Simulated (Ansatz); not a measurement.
Base run

Ansatz input (lattice in Å, positions in fractions of it; a bare `kind: paw` takes the build's default datasets)
```yaml
crystal:
  lattice:
    - [0.0, 2.01, 2.01]
    - [2.01, 0.0, 2.01]
    - [2.01, 2.01, 0.0]
  atoms:
    - { symbol: Li, position: [0.0086171682, 0.0086171682, 0.0086171682] }
    - { symbol: H, position: [0.5, 0.5, 0.5] }
kpoints:
  mp_grid: { grid: [4, 4, 4] }
hamiltonian:
  xc: hse06
  pseudopotentials: { kind: paw }
scf:
  occupations: { method: fermi_dirac, width: 0.05 }
output:
  forces: true
  stress: true
  eigenvalues: true
```

These are results of Ansatz, HSE06, plane waves, PAW datasets (generated soft set 1), not measurements.

The cutoff used is 420 eV.

The stress includes the program's correction for the finite plane-wave basis.

It gives a pressure of -0.51 GPa and an rms force of 0.059 eV/Å, with a gap of 4.02 eV on the mesh.

(1) What changes with an exchange cutoff ratio of 1?

(2) What changes with an exchange cutoff ratio of 2?

(3) What changes with the regularized exchange singularity in place of the Wigner–Seitz cut?

Results:

(1) The pressure doesn't move by more than 0.01 GPa, the forces move by 0.2 meV/Å (rms), and the free energy changes by +0.50 meV/atom.

(2) The pressure is unchanged to within 0.01 GPa, the forces move by 0.0 meV/Å (rms), and the free energy changes by 0.00 meV/atom.

(3) The pressure drops by 0.04 GPa, the forces move by 0.2 meV/Å (rms), the gap goes up by 0.01 eV, and the free energy changes by -0.73 meV/atom.

A gap read on the mesh is an upper bound of this method's gap, since the mesh can miss a band edge. The k-mesh is modest, so these values aren't fully converged in k.
